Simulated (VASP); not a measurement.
# Sc: single point with RPBE

The system is Sc.

```
CELL_PARAMETERS angstrom
0.00000 2.26000 2.26000
2.26000 0.00000 2.26000
2.26000 2.26000 0.00000
ATOMIC_POSITIONS crystal
Sc 0.00000 0.00000 0.00000
```

This isn't the form of Sc at room conditions, which is hcp.

- Program: VASP 6.6.1
- Task: single point
- Functional: RPBE
- Potentials or basis: VASP PAW PBE potentials, release 64 (Sc_sv)
- Cutoff: 520 eV
- k mesh: 10 × 10 × 10
- Occupations: gaussian, width 0.1 eV
- Spin: no spin polarisation

The pressure is 6.1 GPa. The band gap on the k mesh is none (metal or under the smearing width).

Levels at points of the mesh, in eV from the Fermi level:
| k point | band 2 | band 3 | band 4 | band 5 | band 6 | band 7 | band 8 | band 9 |
| --- | --- | --- | --- | --- | --- | --- | --- | --- |
| (0.00, 0.00, 0.00) | -27.71 | -27.71 | -27.71 | -5.31 | 1.70 | 1.70 | 1.70 | 3.20 |
| (0.50, 0.00, 0.00) | -28.19 | -27.77 | -27.77 | -1.82 | 0.32 | 1.57 | 1.57 | 4.16 |
| (0.50, 0.50, 0.00) | -28.16 | -27.88 | -27.88 | -1.65 | -0.70 | 2.14 | 4.16 | 4.41 |

Wall time 7.2 s on 1 thread of AMD EPYC 9R45 (Zen 5), with other jobs on the host, peak memory 0.11 GiB.

Caveat: the PAW data sets were made with another functional, which shifts forces and pressure a little.
